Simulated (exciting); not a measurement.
# Ir (Fm-3m) in exciting: a series of runs

The runs below take Ir through single point, with PBE.

All numbers are computed with exciting (release sodium); they aren't measurements. Logs are shortened: lines on timing, memory, paths and dates and some standing lists are left out, and cuts for length are marked.

**1. The crystal as given**

The structure is cubic, space group Fm-3m (No. 225). The conventional cell has a = 3.831 Å, b = 3.831 Å, c = 3.831 Å, α = 90.00°, β = 90.00°, γ = 90.00°. Ir (site symmetry m-3m) has 12 Ir at 2.71 Å as nearest neighbours.

**2. Single point, PBE**

The input, input.xml:

```xml
<input>
  <title>Ir</title>
  <structure speciespath="./" tshift="false">
    <crystal scale="1">
      <basevect>0.000000000000 3.619959364333 3.619959364333</basevect>
      <basevect>3.619959364333 0.000000000000 3.619959364333</basevect>
      <basevect>3.619959364333 3.619959364333 0.000000000000</basevect>
    </crystal>
    <species speciesfile="Ir.xml" rmt="2.3">
      <atom coord="0.000000000000 0.000000000000 0.000000000000"/>
    </species>
  </structure>
  <groundstate do="fromscratch" ngridk="12 12 12" rgkmax="9" gmaxvr="14" lmaxapw="10" lmaxmat="10" lmaxvr="8" xctype="GGA_PBE" stype="Gaussian" swidth="0.00047774" nempty="12" ValenceRelativity="iora*" epsengy="1e-05" epspot="1e-05" maxscl="60" tforce="true" outputlevel="normal"/>
</input>
```

Potentials or basis: all-electron LAPW+lo, shipped species files, valence relativity iora*.

Started as:

```bash
$ OMP_NUM_THREADS=1 exciting_smp
```

INFO.OUT:

```text
================================================================================
EXCITING SODIUM started
[... 10 lines left out ...]

 Lattice vectors (cartesian) :
      0.0000000000      3.6199593643      3.6199593643
      3.6199593643      0.0000000000      3.6199593643
      3.6199593643      3.6199593643      0.0000000000

 Reciprocal lattice vectors (cartesian) :
     -0.8678530164      0.8678530164      0.8678530164
      0.8678530164     -0.8678530164      0.8678530164
      0.8678530164      0.8678530164     -0.8678530164

 Unit cell volume                           :      94.8726609997
 Brillouin zone volume                      :       2.6145594614

 Species :    1 (Ir)
     parameters loaded from                 :    Ir.xml
     name                                   :    iridium
     nuclear charge                         :     -77.00000000
     electronic charge                      :      77.00000000
     atomic mass                            :  350390.15590000
     muffin-tin radius                      :       2.30000000
     # of radial points in muffin-tin       :     450

     atomic positions (lattice) :
[... 7 lines left out ...]
 Number of crystal symmetries               :      48

 k-point grid                               :      12   12   12
 Total number of k-points                   :      72
 k-point set is reduced with crystal symmetries

 R^MT_min * |G+k|_max (rgkmax)              :       9.00000000
 Species with R^MT_min                      :       1 (Ir)
 Maximum |G+k| for APW functions            :       3.91304348
 Maximum |G| for potential and density      :      14.00000000

 G-vector grid sizes                        :      24    24    24
 Total number of G-vectors                  :    4477

 Maximum angular momentum used for
     APW functions                          :      10
     computing H and O matrix elements      :      10
     potential and density                  :       8
     inner part of muffin-tin               :       2

 Total nuclear charge                       :     -77.00000000
 Total electronic charge                    :      77.00000000
 Total core charge                          :      48.00000000
 Total valence charge                       :      29.00000000

 Number of empty states                     :      12
 Total number of valence states             :      27

 Maximum Hamiltonian size                   :     139
 Maximum number of plane-waves              :     113
 Total number of local-orbitals             :      26

 Exchange-correlation type                  :      20
     Perdew-Burke-Ernzerhof, Phys. Rev. Lett. 77, 3865 (1996)
     Generalised gradient approximation (GGA)

 Smearing scheme                            :    Gaussian
 Smearing width                             :       0.00047774

 Using multisecant Broyden potential mixing
[... 16 lines left out ...]
+ SCF iteration number :    1                                                  +
++++++++++++++++++++++++++++++++++++++++++++++++++++++++++++++++++++++++++++++++
 Total energy                               :    -17846.11350824
 _______________________________________________________________
 Fermi energy                               :         0.62480591
 Kinetic energy                             :     20362.71031845
 Coulomb energy                             :    -37859.79037042
 Exchange energy                            :      -344.28795181
 Correlation energy                         :        -4.74550446

 DOS at Fermi energy (states/Ha/cell)       :        71.83158851

 Electron charges :
     core                                   :        48.00000000
     core leakage                           :         0.00314158
     valence                                :        29.00000000
     interstitial                           :         2.37242093
     charge in muffin-tin spheres :
                  atom     1    Ir          :        74.62757907
     total charge in muffin-tins            :        74.62757907
     total charge                           :        77.00000000

++++++++++++++++++++++++++++++++++++++++++++++++++++++++++++++++++++++++++++++++
+ SCF iteration number :    2                                                  +
++++++++++++++++++++++++++++++++++++++++++++++++++++++++++++++++++++++++++++++++
 Total energy                               :    -17853.48988001
 _______________________________________________________________
 Fermi energy                               :         0.60964994
 Kinetic energy                             :     20358.26023587
 Coulomb energy                             :    -37862.58931821
 Exchange energy                            :      -344.41524561
 Correlation energy                         :        -4.74555206

 DOS at Fermi energy (states/Ha/cell)       :        53.50553086

 Electron charges :
     core                                   :        48.00000000
     core leakage                           :         0.00306055
     valence                                :        29.00000000
     interstitial                           :         2.32463633
     charge in muffin-tin spheres :
                  atom     1    Ir          :        74.67536367
     total charge in muffin-tins            :        74.67536367
     total charge                           :        77.00000000

 RMS change in effective potential (target) :  0.431650E-01  ( 0.100000E-04)
 Absolute change in total energy   (target) :   7.37637      ( 0.100000E-04)
 Charge distance                   (target) :  0.184426E-02  ( 0.100000E-04)
 Abs. change in max-nonIBS-force   (target) :   0.00000      ( 0.500000E-04)

++++++++++++++++++++++++++++++++++++++++++++++++++++++++++++++++++++++++++++++++
+ SCF iteration number :    3                                                  +
++++++++++++++++++++++++++++++++++++++++++++++++++++++++++++++++++++++++++++++++
 Total energy                               :    -17856.48440630
 _______________________________________________________________
 Fermi energy                               :         0.60060224
 Kinetic energy                             :     20356.13421533
 Coulomb energy                             :    -37863.40946410
 Exchange energy                            :      -344.46372363
 Correlation energy                         :        -4.74543390

 DOS at Fermi energy (states/Ha/cell)       :        39.41115065

 Electron charges :
     core                                   :        48.00000000
     core leakage                           :         0.00302229
     valence                                :        29.00000000
     interstitial                           :         2.29789210
     charge in muffin-tin spheres :
                  atom     1    Ir          :        74.70210790
     total charge in muffin-tins            :        74.70210790
     total charge                           :        77.00000000
[... 269 lines left out ...]
 DOS at Fermi energy (states/Ha/cell)       :        33.82880784

 Electron charges :
     core                                   :        48.00000000
     core leakage                           :         0.00299012
     valence                                :        29.00000000
     interstitial                           :         2.28204991
     charge in muffin-tin spheres :
                  atom     1    Ir          :        74.71795009
     total charge in muffin-tins            :        74.71795009
     total charge                           :        77.00000000

 RMS change in effective potential (target) :  0.361394E-07  ( 0.100000E-04)
 Absolute change in total energy   (target) :  0.890324E-05  ( 0.100000E-04)
 Charge distance                   (target) :  0.835210E-08  ( 0.100000E-04)
 Abs. change in max-nonIBS-force   (target) :   0.00000      ( 0.500000E-04)

++++++++++++++++++++++++++++++++++++++++++++++++++++++++++++++++++++++++++++++++
+ SCF iteration number :   14                                                  +
++++++++++++++++++++++++++++++++++++++++++++++++++++++++++++++++++++++++++++++++
 Total energy                               :    -17858.13494942
 _______________________________________________________________
 Fermi energy                               :         0.58486322
 Kinetic energy                             :     20354.18507848
 Coulomb energy                             :    -37863.10305698
 Exchange energy                            :      -344.47167957
 Correlation energy                         :        -4.74529135

 DOS at Fermi energy (states/Ha/cell)       :        33.82879182

 Electron charges :
     core                                   :        48.00000000
     core leakage                           :         0.00299012
     valence                                :        29.00000000
     interstitial                           :         2.28204994
     charge in muffin-tin spheres :
                  atom     1    Ir          :        74.71795006
     total charge in muffin-tins            :        74.71795006
     total charge                           :        77.00000000

 RMS change in effective potential (target) :  0.214047E-07  ( 0.100000E-04)
 Absolute change in total energy   (target) :  0.257937E-05  ( 0.100000E-04)
 Charge distance                   (target) :  0.114108E-08  ( 0.100000E-04)
 Abs. change in max-nonIBS-force   (target) :   0.00000      ( 0.500000E-04)

++++++++++++++++++++++++++++++++++++++++++++++++++++++++++++++++++++++++++++++++
| Convergency criteria checked for the last 2 iterations                       +
| Convergence targets achieved. Performing final SCF iteration                 +
++++++++++++++++++++++++++++++++++++++++++++++++++++++++++++++++++++++++++++++++
 Total energy                               :    -17858.13494610
 _______________________________________________________________
 Fermi energy                               :         0.58486322
 Kinetic energy                             :     20354.18508012
 Coulomb energy                             :    -37863.10305539
 Exchange energy                            :      -344.47167948
 Correlation energy                         :        -4.74529135

 DOS at Fermi energy (states/Ha/cell)       :        33.82876780

 Electron charges :
     core                                   :        48.00000000
     core leakage                           :         0.00299012
     valence                                :        29.00000000
     interstitial                           :         2.28204999
     charge in muffin-tin spheres :
                  atom     1    Ir          :        74.71795001
     total charge in muffin-tins            :        74.71795001
     total charge                           :        77.00000000

++++++++++++++++++++++++++++++++++++++++++++++++++++++++++++++++++++++++++++++++
+ Self-consistent loop stopped                                                 +
++++++++++++++++++++++++++++++++++++++++++++++++++++++++++++++++++++++++++++++++
 STATE.OUT is written

--------------------------------------------------------------------------------
- Writing atomic positions and forces                                          -
--------------------------------------------------------------------------------

 Atomic positions (lattice) :
 atom     1  Ir  :     0.00000000    0.00000000    0.00000000

 Total atomic forces including IBS (cartesian) :
 atom     1  Ir  :     0.00000000    0.00000000    0.00000000

 Atomic force components including IBS (cartesian) :
 atom     1  Ir  :     0.00000000    0.00000000    0.00000000   HF force
                 :     0.00000000    0.00000000    0.00000000   core correction
                 :     0.00000000    0.00000000    0.00000000   IBS correction

********************************************************************************
[... 7 lines left out ...]
| EXCITING SODIUM stopped                                                      =
================================================================================
```

It took 29 s on 1 thread of Arm Neoverse V2, shared host; peak memory 0.09 GiB.

What came out:

* Free energy: -485944.6078 eV
* Band gap on the k mesh: none (metal or under the smearing width)
* All electrons inside the program's atomic spheres: Ir 74.72 (radii Ir 2.3 bohr)

Levels at points of the mesh, in eV from the Fermi level:
```
           k point  band 11  band 12  band 13  band 14  band 15  band 16  band 17  band 18
(0.00, 0.00, 0.00)   -11.22    -3.96    -3.96    -3.96    -1.24    -1.24    13.56    19.10
(0.50, 0.00, 0.00)    -8.20    -4.07    -4.07    -0.81     0.89     0.89     7.37    13.22
(0.50, 0.50, 0.00)    -8.03    -7.45     0.86     1.49     1.49     1.66    10.67    11.48
```

Spin-orbit coupling is left out, which matters for the levels of Ir.

**3. Single point, PBE**

input.xml: that of step 2 with these lines changed.

```diff
@@ -12,3 +12,3 @@
   </structure>
-  <groundstate do="fromscratch" ngridk="12 12 12" rgkmax="9" gmaxvr="14" lmaxapw="10" lmaxmat="10" lmaxvr="8" xctype="GGA_PBE" stype="Gaussian" swidth="0.00047774" nempty="12" ValenceRelativity="iora*" epsengy="1e-05" epspot="1e-05" maxscl="60" tforce="true" outputlevel="normal"/>
+  <groundstate do="fromscratch" ngridk="12 12 12" rgkmax="9" gmaxvr="14" lmaxapw="10" lmaxmat="10" lmaxvr="8" xctype="GGA_PBE" stype="Gaussian" swidth="0.00051449" nempty="12" ValenceRelativity="iora*" epsengy="1e-05" epspot="1e-05" maxscl="60" tforce="true" outputlevel="low"/>
 </input>
```

Potentials or basis: all-electron LAPW+lo, shipped species files, valence relativity iora*.

Started as:

```bash
$ OMP_NUM_THREADS=1 exciting_smp
```

Run time: 31 s. Hardware: 1 thread of Arm Neoverse V2, shared host; peak memory 0.09 GiB.

The run converged. Its results:

| Quantity | Value |
| --- | --- |
| Free energy | -485944.6078 eV |
| Band gap on the k mesh | none (metal or under the smearing width) |

Levels at points of the mesh, in eV from the Fermi level:
```
           k point  band 11  band 12  band 13  band 14  band 15  band 16  band 17  band 18
(0.00, 0.00, 0.00)   -11.22    -3.96    -3.96    -3.96    -1.24    -1.24    13.56    19.10
(0.50, 0.00, 0.00)    -8.20    -4.07    -4.07    -0.81     0.89     0.89     7.37    13.22
(0.50, 0.50, 0.00)    -8.03    -7.45     0.86     1.49     1.49     1.66    10.67    11.48
```

Spin-orbit coupling is left out, which matters for the levels of Ir.

(Continued in part 2 of 2.)
